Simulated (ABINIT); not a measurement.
Wanted: the native input for an ABINIT 10.8.3 (patched build) run.

- Task: single point
- Functional: BLYP
- Potentials or basis: JTH PAW PBE v2.0
- Cutoff: 544 eV
- k mesh: 10 × 10 × 6
- Occupations: fermi-dirac, width 0.05 eV
- Spin: no spin polarisation
- Fine-grid cutoff: 1088.46 eV

Ag:

```
CELL_PARAMETERS angstrom
2.93000 0.00000 0.00000
-1.46500 2.53745 0.00000
0.00000 0.00000 4.79000
ATOMIC_POSITIONS crystal
Ag 0.66667 0.33333 0.75000
Ag 0.33333 0.66667 0.25000
```

This isn't the form of Ag at room conditions, which is fcc.

One way to write it, as run:

run.abi

```
# Pseudopotentials
pp_dirpath "./"
pseudos "Ag.GGA_PBE-JTH.xml"

# Structure
acell 3*1.0 Angstrom
rprim
     2.9300000000     0.0000000000     0.0000000000
    -1.4650000000     2.5374544331     0.0000000000
     0.0000000000     0.0000000000     4.7900000000
ntypat 1
znucl 47
natom 2
typat 1 1
xred
     0.6666666667     0.3333333333     0.7500000000
     0.3333333333     0.6666666667     0.2500000000

# Plane-wave basis
ecut 20.0
pawecutdg 40.0
pawxcdev 0

# k points
kptopt 1
ngkpt 10 10 6
nshiftk 1
shiftk 0.0 0.0 0.0

# Exchange and correlation
ixc -106131

# Bands and occupations
nband 15
occopt 3
tsmear 0.05 eV

# SCF cycle
nstep 100
tolvrs 1.0e-9

# Output
iomode 3
prtwf 0
prtden 0
prteig 0
prtebands 0
enunit 1
```

Potentials or basis: JTH PAW PBE v2.0.

The run is started by

```bash
$ abinit run.abi > log 2>&1
```

It gave:

- Pressure: 7.4 GPa
- Band gap on the k mesh: none (metal or under the smearing width)
- Valence electrons inside the program's atomic spheres: Ag 9.80 (radii [1.331] Å)

Caveat: the PAW data sets were made with another functional, which shifts forces and pressure a little.

It took 23 s on 1 thread of Arm Neoverse V1, on a shared host, peak memory 0.12 GiB.
